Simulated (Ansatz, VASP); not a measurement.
## NaCl in VASP and in Ansatz

File INCAR:

```
PREC = Accurate
ENCUT = 600
EDIFF = 1E-6
ISMEAR = -1
SIGMA = 0.05
LREAL = F
LASPH = T
NELM = 60
ALGO = Normal
ISIF = 3
LWAVE = F
LCHARG = F
GGA = B5
ALDAX = 1.0
AGGAX = 1.0
AGGAC = 1.0
ALDAC = 0.0
IVDW = 13
VDW_S6 = 1.0
VDW_S8 = 2.34076671
VDW_A1 = 0.44488865
VDW_A2 = 4.0933009
IBRION = 2
NSW = 60
EDIFFG = -0.01
```

Contents of KPOINTS:

```
Automatic mesh
0
Gamma
  8 8 8
```

The input POSCAR:

```
NaCl
1.0
    3.5021900000      0.0000000000      0.0000000000
    0.0000000000      3.5021900000      0.0000000000
    0.0000000000      0.0000000000      3.5021900000
Cl Na
1 1
Direct
    0.5000000000      0.5000000000      0.5000000000
    0.0000000000      0.0000000000      0.0000000000
```

input.yaml

```yaml
crystal:
  lattice:
    - [3.50219, 0.0, 0.0]
    - [0.0, 3.50219, 0.0]
    - [0.0, 0.0, 3.50219]
  atoms:
    - { symbol: Cl, position: [0.5, 0.5, 0.5] }
    - { symbol: Na, position: [0.0, 0.0, 0.0] }
hamiltonian:
  xc: blyp
  pseudopotentials: { kind: paw }
  dispersion: d4
kpoints:
  mp_grid: { grid: [8, 8, 8] }
scf:
  occupations: { method: fermi_dirac, width: 0.05 }
output:
  forces: true
  stress: true
  eigenvalues: true
relax:
  f_tol: 0.01
  max_steps: 40
  cell: { stress_tol: 0.05 }
```

Measurements of this composition are mostly on another form, of space group No. 225.

Alike in both runs: task relaxation of cell and atoms; functional BLYP; dispersion D4; k mesh 8 × 8 × 8; occupations fermi-dirac, width 0.05 eV; no spin polarisation.

|  | VASP | Ansatz |
| --- | --- | --- |
| version | VASP 6.6.1 | Ansatz 0.2.0 |
| potentials or method | VASP PAW PBE potentials, release 64 (Cl, Na_pv) | Ansatz PAW |
| plane-wave cutoff (eV) | 600 | 420 |
| valence electrons in the cell | 14 | 16 |

Ansatz gave:

* gap on the k mesh at the Fermi level, each at its own relaxed structure (eV): 4.06
* relaxed volume (Å³/atom): 21.25
* relaxed cell length with the largest relative difference (Å): 3.490

**Question.** What did VASP give for the same quantities?

**Answer.** gap on the k mesh at the Fermi level, each at its own relaxed structure (eV): 4.08; relaxed volume (Å³/atom): 21.27; relaxed cell length with the largest relative difference (Å): 3.491.

The two sets of potentials don't hold the same shells in valence.

Caveats: the PAW data sets were made with another functional, which shifts forces and pressure a little (VASP); the plane-wave basis is chosen anew once the cell has moved, so the energies of steps on either side of that aren't comparable (Ansatz); the PAW data sets come from PBE, with cores solved anew for the run's functional, which leaves a small shift of forces and pressure (Ansatz). BLYP gaps usually lie below the measured ones, often by a third to a half. A k mesh can miss the band edges.
